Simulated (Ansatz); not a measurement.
Runs of Ansatz 0.2.0 on N. The structure is cubic, space group P2_13 (No. 198). The conventional cell has a = 5.815 Å, b = 5.815 Å, c = 5.815 Å, α = 90.00°, β = 90.00°, γ = 90.00°. Around N (site symmetry 3) lie 1 N at 1.11 Å. Around N (site symmetry 3) lie 1 N at 1.11 Å. 

| task | level | cell | cutoff (eV) | points for each segment of the path | gap on the mesh (eV) | pressure (GPa) | relaxed volume (Å³/atom) | largest force (eV/Å) |
| --- | --- | --- | --- | --- | --- | --- | --- | --- |
| relaxation of cell and atoms | PBE | relaxed | 420 | - | (b) | 0.0 | 28.48 | 0.01 |
| band structure | PBEsol | as given | 420 | 10 | 7.44 | -0.8 | - | 0.84 |
| relaxation of cell and atoms | LDA | relaxed | 420 | - | (a) | 0.0 | 17.84 | - |
| band structure | r2SCAN | as given | 500 | 10 | 8.16 | -2.2 | - | 1.81 |
| band structure | LDA | as given | 420 | 10 | (c) | -2.5 | - | 1.69 |

Alike in all rows: potentials or basis Ansatz PAW; no spin polarisation; k mesh 5 × 5 × 5; smearing fermi-dirac 0.05 eV.

Fill in the values left out.

(a) 6.88; (b) 7.67; (c) 7.31.

Caveats: the PAW data sets come from PBE, with cores solved anew for the run's functional, which leaves a small shift of forces and pressure (some runs); the volume moved by over 15 % at a fixed basis, so the end points are rough (some runs); odd divisions of the mesh miss points on the zone boundary, where band edges often lie, so the gap on the mesh can be too wide (some runs); the plane-wave basis is chosen anew once the cell has moved, so the energies of steps on either side of that aren't comparable (some runs); forces of over 1 eV/Å show positions far from the minimum, so gaps and moduli don't describe the material at rest (some runs).

A k mesh can miss the band edges.
